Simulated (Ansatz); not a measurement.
# HfO2: the cost of one run

Computed with Ansatz 0.2.0 (DFT PBE, scalar-relativistic, plane waves, PAW, unless a step's input says otherwise).

2 further runs of the same task are left out: 2 set aside as unsound or not needed.

### Step 1. The structure to begin with

The structure is cubic, space group Fm-3m (No. 225). Conventional cell: a = 5.098 Å, b = 5.098 Å, c = 5.098 Å, α = 90.00°, β = 90.00°, γ = 90.00°. Hf (site symmetry m-3m) has 8 O at 2.21 Å as nearest neighbours. O (site symmetry -43m) is surrounded by 4 Hf at 2.21 Å.

As a file:

```cif
data_structure
_symmetry_space_group_name_H-M 'Fm-3m'
_symmetry_Int_Tables_number 225
_cell_length_a 5.0976
_cell_length_b 5.0976
_cell_length_c 5.0976
_cell_angle_alpha 90.000
_cell_angle_beta 90.000
_cell_angle_gamma 90.000
_cell_volume 132.46
loop_
_atom_site_label
_atom_site_type_symbol
_atom_site_symmetry_multiplicity
_atom_site_Wyckoff_symbol
_atom_site_fract_x
_atom_site_fract_y
_atom_site_fract_z
_atom_site_occupancy
Hf1 Hf 4 a 0.00000 0.00000 0.00000 1
O1 O 8 c 0.75000 0.75000 0.25000 1
```

It is built from the cell relaxed beforehand with the same method (11.04 Å³/atom).

### Step 2. Zero of energy

The cell is repeated 4 times, 12 atoms in all. The reference gives a free energy of -67445.6410 eV, pressure 0.00 GPa, largest force 0.000 eV/Å and gap on the mesh 3.75 eV. It was computed beforehand with the settings of the runs below.

### Step 3. Next: a stacking-fault curve

The cut lies on the cell's a–b face, a (0 0 1) plane of area 12.99 Å², between layers 1.27 Å apart (Hf below, O above); the cell is 10.2 Å thick. Vector c is tilted by f times 1·a + 0·b (length 3.605 Å) with the atoms' Cartesian places fixed: one unrelaxed fault per cell.

### Step 4. Point f = 0.200

Contents of input.yaml:

```yaml
crystal:
  lattice:
    - [-2.5488057606, -2.5488057606, 0.0]
    - [2.5488057606, -2.5488057606, 0.0]
    - [-0.5097611521, -0.5097611521, 10.1952230425]
  atoms:
    - { symbol: Hf, position: [0.4625, 0.5, 0.1875] }
    - { symbol: Hf, position: [-0.0875, 0.0, 0.4375] }
    - { symbol: Hf, position: [0.3625, 0.5, 0.6875] }
    - { symbol: Hf, position: [-0.1875, 0.0, 0.9375] }
    - { symbol: O, position: [0.4875, 0.0, 0.0625] }
    - { symbol: O, position: [-0.0625, 0.5, 0.3125] }
    - { symbol: O, position: [0.3875, 0.0, 0.5625] }
    - { symbol: O, position: [-0.1625, 0.5, 0.8125] }
    - { symbol: O, position: [0.4375, 0.0, 0.3125] }
    - { symbol: O, position: [-0.1125, 0.5, 0.5625] }
    - { symbol: O, position: [0.3375, 0.0, 0.8125] }
    - { symbol: O, position: [-0.0125, 0.5, 0.0625] }
basis:
  ecutwfc: 420
kpoints:
  mp_grid: { grid: [6, 6, 3] }
hamiltonian:
  xc: pbe
scf:
  occupations: { method: gaussian, width: 0.05 }
output:
  forces: true
  stress: true
  eigenvalues: true
```

Run with:

```
ansatz run input.yaml --threads 2 --pin off --max-ram 5120MiB --backend cpu --events-out ev --progress --plain --runs-dir out
```

Q: Estimate wall time and peak memory on 2 threads of Intel Xeon Platinum 8375C at 2.90GHz (Ice Lake), shared host.

About 23 s, with a peak of 0.69 GiB.
